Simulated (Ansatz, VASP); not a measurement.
## GaAs: VASP beside Ansatz

```
Ga As
1.0
     3.74716    0.00000    0.00000
    -1.87358    3.24514    0.00000
     0.00000    0.00000    6.50723
Ga As
2 2
Direct
  0.00000 0.00000 0.00000
  0.00000 0.00000 0.50000
  0.33333 0.66667 0.75000
  0.66667 0.33333 0.25000
```

Alike in both runs: task relaxation of cell and atoms; functional PBE; k mesh 15 × 15 × 8; occupations gaussian, width 0.1 eV; no spin polarisation.

|  | VASP | Ansatz |
| --- | --- | --- |
| version | VASP 6.6.1 | Ansatz 0.2.0 |
| potentials or method | VASP PAW PBE potentials, release 64 (Ga_d, As) | scalar-relativistic, plane waves, PAW |
| plane-wave cutoff (eV) | 600 | 420 |
| valence electrons in the cell | 36 | 56 |

VASP gave:

```
gap on the k mesh at the Fermi level, each at its own relaxed structure (eV) : none
relaxed volume (Å³/atom)                                                     : 19.85
relaxed cell length with the largest relative difference (Å)                 : 3.776
```

Problem. What did Ansatz give for the same quantities?

Solution. gap on the k mesh at the Fermi level, each at its own relaxed structure (eV): none; relaxed volume (Å³/atom): 19.81; relaxed cell length with the largest relative difference (Å): 3.773.

A gap of «none» marks a metal or a gap that the smearing closes. The two sets of potentials don't hold the same shells in valence.
